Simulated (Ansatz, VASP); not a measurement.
# Ti: VASP beside Ansatz

```xyz
4
Lattice="2.8640 0.0000 0.0000 -1.4320 2.4803 0.0000 0.0000 0.0000 20.8021" Properties=species:S:1:pos:R:3 pbc="T T T"
Ti    1.4320    0.8268    7.0000
Ti    0.0000    1.6535    9.2674
Ti    1.4320    0.8268   11.6267
Ti    0.0000    1.6535   13.7412
```

Alike in both runs: functional LDA; k mesh 12 × 12 × 1; occupations gaussian, width 0.1 eV; no spin polarisation.

Ansatz relaxed the structure, and its values are those at the end. VASP's run is a single point on that final structure, the one shown.

|  | VASP | Ansatz |
| --- | --- | --- |
| version | VASP 6.6.1 | Ansatz 0.2.0 |
| potentials or method | VASP PAW LDA potentials, release 64 (Ti_sv) | scalar-relativistic, plane waves, PAW |
| plane-wave cutoff (eV) | 520 | 420 |
| valence electrons in the cell | 48 | 48 |

Ansatz gave:

| Property | Result |
| --- | --- |
| gap on the k mesh at the Fermi level (eV) | none |
| rms of the force components (eV/Å) | 0.253 |
| work function, face that differs most (eV) | 4.78 |

Question: Which values does VASP return?

Answer: gap on the k mesh at the Fermi level (eV): none; rms of the force components (eV/Å): 0.253; work function, face that differs most (eV): 4.60.

A gap of «none» marks a metal or a gap that the smearing closes.
